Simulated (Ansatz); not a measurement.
The system is Ge.

```
Ge
1.0
     5.93000    0.00000    0.00000
     0.00000    5.93000    0.00000
     0.00000    0.00000    6.98000
Ge
12
Direct
  0.37500 0.16670 0.75000
  0.33330 0.87500 0.50000
  0.62500 0.83330 0.25000
  0.66670 0.12500 0.00000
  0.87500 0.33330 0.50000
  0.83330 0.62500 0.75000
  0.12500 0.66670 0.00000
  0.16670 0.37500 0.25000
  0.57500 0.42500 0.25000
  0.92500 0.92500 0.50000
  0.42500 0.57500 0.75000
  0.07500 0.07500 0.00000
```

This isn't the form of Ge at room conditions, which is diamond.

```yaml
Program: Ansatz 0.2.0
Task: relaxation of cell and atoms
Functional: PBEsol
Potentials_or_basis: Ansatz PAW
Cutoff: "420 eV (not typed: the program's choice for these potentials)"
k_mesh: 5 × 5 × 4
Occupations: fermi-dirac, width 0.05 eV
Spin: no spin polarisation
```

At the start: volume 20.45 Å³/atom.

Question: Where does the relaxation end?

Answer: It ends after 6 steps and the volume is 20.38 Å³/atom (-0.4 %); space group P4_32_12 (No. 96, to 0.05 Å).

Step by step:
```csv
step,energy change (eV),largest force (eV/Å),volume (Å³)
1,0.0000,0.8537,245.45
2,-0.1693,0.0907,243.04
3,-0.1869,0.0361,244.93
4,-0.1886,0.0082,244.60
5,-0.1887,0.0038,244.52
6,-0.1885,0.0038,244.52
```

Final structure:
```
CELL_PARAMETERS angstrom
5.92905 0.00000 0.00000
0.00000 5.92905 0.00000
0.00000 0.00000 6.95590
ATOMIC_POSITIONS crystal
Ge 0.36918 0.17187 0.74259
Ge 0.32813 0.86918 0.49259
Ge 0.63082 0.82813 0.24259
Ge 0.67187 0.13082 0.99259
Ge 0.86918 0.32813 0.50741
Ge 0.82813 0.63082 0.75741
Ge 0.13082 0.67187 0.00741
Ge 0.17187 0.36918 0.25741
Ge 0.58834 0.41166 0.25000
Ge 0.91166 0.91166 0.50000
Ge 0.41166 0.58834 0.75000
Ge 0.08834 0.08834 0.00000
```

Caveat: the plane-wave basis is chosen anew once the cell has moved, so the energies of steps on either side of that aren't comparable; the PAW data sets come from PBE, with cores solved anew for the run's functional, which leaves a small shift of forces and pressure.
